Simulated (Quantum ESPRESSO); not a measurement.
## N: equation of state with LDA

N:

```
N
1.0
     5.81510    0.00000    0.00000
     0.00000    5.81510    0.00000
     0.00000    0.00000    5.81510
N
8
Cartesian
  0.2667 2.6409 3.1742
  2.6409 3.1742 0.2667
  3.1742 0.2667 2.6409
  5.5484 5.5484 5.5484
  5.4435 3.2791 2.5360
  3.2791 2.5360 5.4435
  2.5360 5.4435 3.2791
  0.3716 0.3716 0.3716
```

```json
{"Program": "Quantum ESPRESSO 7.5", "Task": "equation of state", "Functional": "LDA", "Potentials or basis": "GBRV 1.5 LDA", "Cutoff": "612 eV", "Density cutoff": "4898 eV", "k mesh": "5 × 5 × 5", "Occupations": "fermi-dirac, width 0.05 eV", "Spin": "no spin polarisation", "Form of the LDA correlation": "PZ81", "Mixing beta": "0.5", "Most SCF iterations": "120", "SCF threshold": "1.6e-09 Ry"}
```

| Item | Value |
| --- | --- |
| Equilibrium volume | 24.09 Å³/atom |
| Bulk modulus at fixed shape and positions | 68 GPa |
| Pressure derivative of the bulk modulus | 3.8 |

Energy against volume, from the lowest point:
```
volume (Å³/atom)  energy (meV/atom)
          23.105               9.19
          23.597               2.25
          24.088               0.00
          24.580               2.05
          25.072               7.98
          25.563              17.44
          26.055              30.07
```

All runs of the series together: 110 s on 2 threads of Intel(R) Xeon(R) Platinum 8488C (Sapphire Rapids) (shared host).

Caveat: the cell was scaled at fixed shape and fractional positions, which overstates the stiffness of a crystal with free parameters, most of all of layers and chains.
